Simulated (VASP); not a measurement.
# Settings for CdS: NMR shieldings and orbital susceptibility

CdS, P6_3mc (no. 186), 4 atoms in the cell. PBE, GIPAW shieldings; PAW potentials Cd, S (PBE set). VASP 6.6.1.

Wanted: isotropic shielding within 10 ppm; span within 20 ppm.

POSCAR:
```
CdS
1.0
    4.1500000000      0.0000000000      0.0000000000
   -2.0750000000      3.5940054257      0.0000000000
    0.0000000000      0.0000000000      6.7370000000
Cd S
2 2
Direct
    0.6666666667      0.3333333333      0.5000000000
    0.3333333333      0.6666666667      0.0000000000
    0.6666666667      0.3333333333      0.8750000000
    0.3333333333      0.6666666667      0.3750000000
```

The series start from ENCUT (eV): 450; k mesh: 8 × 8 × 4; EDIFF (eV): 1e-8; PREC: Accurate; Projectors: LREAL = F, NLSPLINE = T; LNMR_SYM_RED: yes; ALGO: Normal. Each series keeps the choices made before it, and each single choice may use up half of a tolerance.

## ENCUT (eV)

| ENCUT (eV) | Isotropic shielding, largest deviation (ppm) | Span, largest deviation (ppm) | Time (s) |
|---|---|---|---|
| 300 | 2 | 0 | 237 |
| 350 | 5 | 0 | 610 |
| 450 | 1 | 0 | 581 |
| 500 | 0 | 0 | 806 |
| 550 | 0 | 0 | 676 |
| 700 (reference) | 0 | 0 | 976 |

Chosen: 300, the loosest value from which every tighter one stays within half of the tolerance.

## k mesh

| k mesh | Isotropic shielding, largest deviation (ppm) | Span, largest deviation (ppm) | Time (s) |
|---|---|---|---|
| 2 × 2 × 1 | 12776 | 735 | 17 |
| 3 × 3 × 2 | 2396 | 371 | 30 |
| 4 × 4 × 3 | 809 | 166 | 55 |
| 5 × 5 × 3 | 459 | 18 | 66 |
| 7 × 7 × 4 | 120 | 12 | 168 |
| 8 × 8 × 4 | 78 | 13 | 237 |
| 9 × 9 × 5 | 29 | 1 | 232 |
| 11 × 11 × 6 (reference) | 0 | 0 | 452 |

Chosen: 11 × 11 × 6; the next looser run is off by more than half of the tolerance, so convergence isn't shown beyond this value.

## EDIFF (eV)

| EDIFF (eV) | Isotropic shielding, largest deviation (ppm) | Span, largest deviation (ppm) | Time (s) |
|---|---|---|---|
| 0.0001 | 3 | 3 | 289 |
| 1e-5 | 1 | 1 | 332 |
| 1e-6 | 0 | 0 | 370 |
| 1e-7 | 0 | 0 | 398 |
| 1e-8 | 0 | 0 | 452 |
| 1e-9 (reference) | 0 | 0 | 536 |

Chosen: 0.0001.

The choices weren't compared together with a run at all the tightest settings, so their joint error isn't shown.

## The input

INCAR:
```
SYSTEM = CdS
GGA      = PE             ! functional
PREC     = Accurate       ! precision mode
ENCUT    = 300            ! plane-wave cutoff, eV
EDIFF    = 1E-4           ! SCF threshold, eV
LREAL    = .False.        ! projectors in reciprocal space
LASPH    = .True.         ! aspherical terms in the spheres
ALGO     = Normal         ! electronic algorithm
NELM     = 120            ! most SCF steps
LWAVE    = .False.        ! write WAVECAR
LCHARG   = .False.        ! write CHGCAR
LCHIMAG  = .True.       
LNMR_SYM_RED= .True.       
NLSPLINE = .True.       
ISMEAR   = 0              ! smearing method
SIGMA    = 0.01           ! smearing width, eV
KPAR     = 4             
```

KPOINTS:
```
Automatic mesh
0
Gamma
  11 11 6
  0 0 0
```

Commands:
```
cat potpaw_PBE.64/Cd/POTCAR potpaw_PBE.64/S/POTCAR > POTCAR
mpirun -np 4 vasp_std > vasp.out
```

Limits: The response is non-relativistic, which costs accuracy next to heavy atoms.

The chosen input took VASP 6.6.1 289 s on 4 cores (Intel Xeon Platinum 8375C @ 2.90GHz (Ice Lake)), a shared host.

## An input that fails: step DQ far too short for the threshold

It runs to its end, but against the unchanged starting input it is off by 2098 ppm in the isotropic shielding, 420 ppm in the span.

Changes against the starting input:
```
- EDIFF = 1e-08
+ EDIFF = 1e-05
+ DQ = 1e-06
```
